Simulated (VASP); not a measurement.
## NaI: relaxation of cell and atoms with rev-vdW-DF2

NaI:

```
I Na
1.0
     0.00000    3.23640    3.23640
     3.23640    0.00000    3.23640
     3.23640    3.23640    0.00000
I Na
1 1
Direct
  0.50000 0.50000 0.50000
  0.00000 0.00000 0.00000
```

```yaml
Program: VASP 6.6.1
Task: relaxation of cell and atoms
Functional: rev-vdW-DF2
Potentials_or_basis: VASP PAW PBE potentials, release 64 (I, Na_pv)
Cutoff: 600 eV
k_mesh: 7 × 7 × 7
Occupations: fermi-dirac, width 0.05 eV
Spin: no spin polarisation
Further_INCAR_settings: ALGO = Normal; EDIFF = 1e-06; IBRION = 2; EDIFFG = -0.01; NSW = 40; ISIF = 3
```

```yaml
Relaxed_volume: 33.35 Å³/atom
Relaxed_cell: a = 4.552 Å, b = 4.552 Å, c = 4.552 Å, α = 60.00°, β = 60.00°, γ = 60.00°
Space_group_after_relaxing_to_0.05_Å: Fm-3m (No. 225)
Energy_gained_by_relaxing: 0.6 meV/atom
Ionic_steps: 3
Pressure_after_relaxing: 0.0 GPa
Band_gap_on_the_k_mesh: 3.60 eV, direct
```

Step by step:
```tsv
step	energy change (eV)	largest force (eV/Å)	pressure (GPa)	volume (Å³)
1	0.0000	0.0000	-0.30	67.80
2	-0.0009	0.0000	-0.16	67.18
3	-0.0012	0.0000	-0.04	66.71
```

Final structure:
```yaml
crystal:
  lattice:
    - [0.00000, 3.21895, 3.21895]
    - [3.21895, 0.00000, 3.21895]
    - [3.21895, 3.21895, 0.00000]
  atoms:
    - { symbol: I, position: [0.50000, 0.50000, 0.50000] }
    - { symbol: Na, position: [0.00000, 0.00000, 0.00000] }
```

Levels at points of the mesh, in eV from the valence-band top:
```
           k point  band 4  band 5  band 6  band 7  band 8  band 9  band 10  band 11
(0.00, 0.00, 0.00)  -11.10    0.00    0.00    0.00    3.60    7.89     7.89     7.89
```

Run time: 3.3 min on 1 thread of Intel(R) Xeon(R) Platinum 8488C (Sapphire Rapids), with other jobs on the host, peak memory 0.57 GiB.

Caveat: the PAW data sets were made with another functional, which shifts forces and pressure a little; spin-orbit coupling is left out, which moves the levels of the heavy elements.
